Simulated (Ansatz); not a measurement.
**Si2W: squeezing one contact**

An exercise on one series of results from a longer session: the logs are not shown, and one member is left open.

Computed with Ansatz 0.2.0 (DFT PBEsol, with the methods named in each step, unless a step's input says otherwise).

**The starting structure**

Symmetry: I4/mmm, No. 139, tetragonal system. The conventional cell has a = 3.214 Å, b = 3.214 Å, c = 7.830 Å, α = 90.00°, β = 90.00°, γ = 90.00°. Si (site symmetry 4mm) has 5 Si at 2.59 to 2.63 Å and 5 W at 2.62 Å as nearest neighbours. W (site symmetry 4/mmm) has 10 Si at 2.62 Å as nearest neighbours.

As a file:

```xyz
3
Lattice="-1.6069 1.6069 3.9150 1.6069 -1.6069 3.9150 1.6069 1.6069 -3.9150" Properties=species:S:1:pos:R:3 pbc="T T T"
Si    0.0000    0.0000    2.6207
Si    0.0000    0.0000    5.2092
W     0.0000    0.0000    0.0000
```

Atoms are numbered in the order of the input: Si1, Si2, W3.

The first run:

Input file input.yaml:

```yaml
crystal:
  lattice:
    - [-1.6069, 1.6069, 3.91495]
    - [1.6069, -1.6069, 3.91495]
    - [1.6069, 1.6069, -3.91495]
  atoms:
    - { symbol: Si, position: [0.3347, 0.3347, 0.0] }
    - { symbol: Si, position: [0.6653, 0.6653, 0.0] }
    - { symbol: W, position: [0.0, 0.0, 0.0] }
kpoints:
  mp_grid: { grid: [13, 13, 13] }
scf:
  occupations: { method: fermi_dirac, width: 0.05 }
hamiltonian:
  xc: pbesol
  pseudopotentials: { kind: all_electron, lapw: { basis_error: 0.001 } }
output:
  forces: true
  stress: true
  eigenvalues: true
  populations: true
```

Launch:

```bash
$ ansatz run input.yaml --threads 1 --pin off --max-ram 3072MiB --backend cpu --events-out ev --progress --plain --runs-dir out
```

Steps of the session up to this table: The bond as given, LAPW; Shortest bond scaled by 1, crystal datasets; Shortest bond scaled by 1.1, LAPW; Shortest bond scaled by 0.88, LAPW; Shortest bond scaled by 0.7, LAPW; Shortest bond scaled by 0.7, crystal datasets; Shortest bond scaled by 0.58, LAPW.

One of the session's tables, all rows but one given; the rest of the session is left out.

```
              method  length (Å)  force along the bond (eV/Å)  pressure (GPa)  largest force (eV/Å)
                LAPW       1.501                       45.814          108.60                45.814
                LAPW       1.812                       18.157           48.02                18.157
                LAPW       2.278                        4.014            6.48                 4.014
                LAPW       2.589                        0.009           -2.00                 0.009
                LAPW       2.847                       -2.375           -1.36                 2.375
                 PAW       1.501                       46.112          109.58                46.112
                 PAW       1.812                       18.200           48.35                18.200
                 PAW       2.278                        4.024            6.56                 4.024
                 PAW       2.589                        0.012           -1.97                 0.012
                 PAW       2.847                       -2.376           -1.34                 2.376
PAW (cutoff 1000 eV)       1.501                       46.110          109.57                46.110
    crystal datasets       1.812                            ?               ?                     ?
    crystal datasets       2.589                        0.010           -2.00                 0.010
```

Q: Estimate the row for crystal datasets, 1.812 from the others.

The run gave: force along the bond (eV/Å): 18.158; pressure (GPa): 48.02; largest force (eV/Å): 18.158. In the column «force along the bond (eV/Å)» it lies between LAPW, 1.812 (18.157) and PAW, 1.812 (18.200).

Limits of these values: Spin-orbit coupling is left out, though the cell holds W; in elements this heavy it can shift bands and gaps by tenths of an eV. Warnings in the runs' records: gradients without spin orbit, crystal datasets made.
